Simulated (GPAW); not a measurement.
# CsPbCl3 in GPAW: the effect of functional

CsPbCl3:

```
CELL_PARAMETERS angstrom
5.60500 0.00000 0.00000
0.00000 5.60500 0.00000
0.00000 0.00000 5.60500
ATOMIC_POSITIONS crystal
Pb 0.50000 0.50000 0.50000
Cs 0.00000 0.00000 0.00000
Cl 0.50000 0.00000 0.50000
Cl 0.00000 0.50000 0.50000
Cl 0.50000 0.50000 0.00000
```

Alike in all runs:

```yaml
Program: GPAW 26.7.0
Task: single point
Cutoff: 600 eV
Basis: pw
k_mesh: 5 × 5 × 5
Occupations: fermi-dirac, width 0.05 eV
Spin: no spin polarisation
```

| functional | potentials or basis | gap on the mesh (eV) |
| --- | --- | --- |
| LDA | the program's PAW data sets (release 1.2.1) made for this functional | 2.76 |
| PBE | GPAW PAW data sets (gpaw-data 1.2.1) | 2.90 |
| TB-mBJ | GPAW PAW data sets for LDA (gpaw-data 1.2.1) | 3.73 |
| SCAN | GPAW PAW data sets (gpaw-data 1.2.1) | 3.21 |
| PW91 | PAW data sets generated in the run's folder for this functional | 2.91 |
| RPBE | the program's PAW data sets (release 1.2.1) made for this functional | ? |
| optB88-vdW | GPAW PAW data sets (gpaw-data 1.2.1) | 2.93 |
| PBEsol | PAW data sets generated in the run's folder for this functional | 2.81 |
| r2SCAN | GPAW PAW data sets (gpaw-data 1.2.1) | 3.26 |

Q: What does the run with functional RPBE give?

A: gap on the mesh 3.00 eV.

Caveats: spin-orbit coupling is left out, which as a rule narrows the gap of such compounds by several tenths of an eV; an odd mesh through Γ misses points on the zone boundary, where band edges often lie; a model potential gives levels but no total energy (some runs).
